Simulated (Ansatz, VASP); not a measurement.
## One calculation of Fe, two programs

The input INCAR:

```
SYSTEM = Fe
PREC = Accurate ; ENCUT = 520
EDIFF = 1E-6 ; ISMEAR = 0
SIGMA = 0.15 ; LREAL = .FALSE.
LASPH = .TRUE. ; NELM = 150
ALGO = Normal ; ISIF = 2
LWAVE = .FALSE. ; LCHARG = .FALSE.
ISPIN = 2 ; MAGMOM = 2.44
LORBIT = 11 ; LMAXMIX = 4
GGA = PE ; NBANDS = 14
```

KPOINTS

```
Automatic mesh
0
G
  10 10 10
  0 0 0
```

File POSCAR:

```
Fe
1.0
   -1.3119987705      1.4157750842      1.3827875247
    1.3119987705     -1.4157750842      1.3827875247
    1.3119987705      1.4157750842     -1.3827875247
Fe
1
Direct
    0.0000000000      0.0000000000      0.0000000000
```

Input for Ansatz:

```yaml
crystal:
  lattice:
    - [-1.3119987705, 1.4157750842, 1.3827875247]
    - [1.3119987705, -1.4157750842, 1.3827875247]
    - [1.3119987705, 1.4157750842, -1.3827875247]
  atoms:
    - { symbol: Fe, position: [0.0, 0.0, 0.0], spin: 2.44 }
basis:
  ecutwfc: 520.0
kpoints:
  mp_grid: { grid: [10, 10, 10] }
hamiltonian:
  xc: pbe
scf:
  occupations: { method: gaussian, width: 0.15 }
output:
  forces: true
  stress: true
  eigenvalues: true
  populations: true
magnetization:
  spin_polarized: true
```

Change from the starting cell: normal strain along x -0.0733, normal strain along z -0.0233.

Alike in both runs: task single point; functional PBE; k mesh 10 × 10 × 10; occupations gaussian, width 0.15 eV; collinear spin.

```csv
,VASP,Ansatz
version,VASP 6.6.1,Ansatz 0.2.0
potentials or method,"VASP PAW PBE potentials, release 64 (Fe)","scalar-relativistic, plane waves, PAW"
plane-wave cutoff (eV),520,520
valence electrons in the cell,8,16
```

```tsv
	VASP	Ansatz	Ansatz less VASP
gap on the k mesh at the Fermi level (eV)	none	none	-
pressure (GPa)	24.9	25.3	+0.38
largest component of the traceless stress (GPa)	9.57	9.40	-0.178
net moment per atom (μB)	2.03	2.02	-0.015
size of the moment on the site where the two differ most (μB)	2.01	2.05	+0.034
```

Site moments also hang on the region over which each program counts them. A gap of «none» marks a metal or a gap that the smearing closes. With one functional, cell and mesh, what is left measures potentials, basis and numerics. The two sets of potentials don't hold the same shells in valence.

Caveats: so large a pressure means that the cell lies far from this level's equilibrium, or that cutoff or potentials fall short (VASP).
